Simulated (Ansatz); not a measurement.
**AlRu: a tetragonal deformation path**

An exercise on one series of results from a longer session: the logs are not shown, and one member is left open.

Computed with Ansatz 0.2.0 (DFT r2SCAN, scalar-relativistic, plane waves, PAW, unless a step's input says otherwise).

## The structure to begin with

It takes space group Pm-3m (No. 221, cubic). Conventional cell: a = 2.992 Å, b = 2.992 Å, c = 2.992 Å, α = 90.00°, β = 90.00°, γ = 90.00°. Around Al (site symmetry m-3m) lie 8 Ru at 2.59 Å. Around Ru (site symmetry m-3m) lie 8 Al at 2.59 Å.

Coordinates:

```cif
data_structure
_symmetry_space_group_name_H-M 'P 1'
_symmetry_Int_Tables_number 1
_cell_length_a 2.9916
_cell_length_b 2.9916
_cell_length_c 2.9916
_cell_angle_alpha 90.000
_cell_angle_beta 90.000
_cell_angle_gamma 90.000
_cell_volume 26.77
loop_
_atom_site_label
_atom_site_type_symbol
_atom_site_fract_x
_atom_site_fract_y
_atom_site_fract_z
_atom_site_occupancy
Al1 Al 0.00000 0.00000 0.00000 1
Ru1 Ru 0.50000 0.50000 0.50000 1
```

The cell is taken as given, not relaxed at this level.

The first run:

input.yaml

```yaml
crystal:
  lattice:
    - [2.9916, 0.0, 0.0]
    - [0.0, 2.9916, 0.0]
    - [0.0, 0.0, 2.9916]
  atoms:
    - { symbol: Al, position: [0.0, 0.0, 0.0] }
    - { symbol: Ru, position: [0.5, 0.5, 0.5] }
basis:
  ecutwfc: 500
kpoints:
  mp_grid: { grid: [18, 18, 18] }
hamiltonian:
  xc: r2scan
scf:
  occupations: { method: gaussian, width: 0.15 }
output:
  forces: true
  stress: true
  eigenvalues: true
```

The run is started by

```
$ ansatz run input.yaml --threads 1 --pin off --max-ram 2560MiB --backend cpu --events-out ev --progress --plain --runs-dir out
```

Steps of the session up to this table: Zero of the scan; At ρ = 0.707; At ρ = 1.414; At ρ = 0.850; Point ρ = 1.200; At ρ = 0.780; Point ρ = 1.300; At ρ = 0.920; Point ρ = 1.100; ρ = 0.650; At ρ = 1.500; At ρ = 0.960; At ρ = 1.050.

One table of the session follows, with a row left open; its other results are not shown here.

The scan, with free energies counted from the undisturbed cell:

| ρ | ΔE (meV/atom) | pressure (GPa) |
| --- | --- | --- |
| 0.650 | 1218.3 | 31.9 |
| 0.707 | 788.7 | 19.1 |
| 0.780 | 402.9 | 8.0 |
| 0.850 | 160.7 | 1.8 |
| 0.920 | ? | ? |
| 0.960 | 8.8 | -1.8 |
| 1.000 | 0.0 | -2.0 |
| 1.050 | 12.0 | -1.7 |
| 1.100 | 45.0 | -1.0 |
| 1.200 | 157.3 | 1.3 |
| 1.300 | 282.3 | 4.3 |
| 1.414 | 386.7 | 6.9 |
| 1.500 | 477.0 | 8.9 |

**Question.** Estimate the row for ρ = 0.920.

Worked estimate for «ΔE (meV/atom)». A straight line through the neighbours (0.850, 160.7) and (0.960, 8.8) gives 160.7 + (8.8 − 160.7) × (0.920 − 0.850) / (0.960 − 0.850) = 64.0; a parabola fitted to 4 rows on both sides gives 32.2.

**Answer.** ΔE (meV/atom): 38.3; pressure (GPa): -1.1. In «ΔE (meV/atom)» the line misses by +25.7 and the parabola by -6.1.
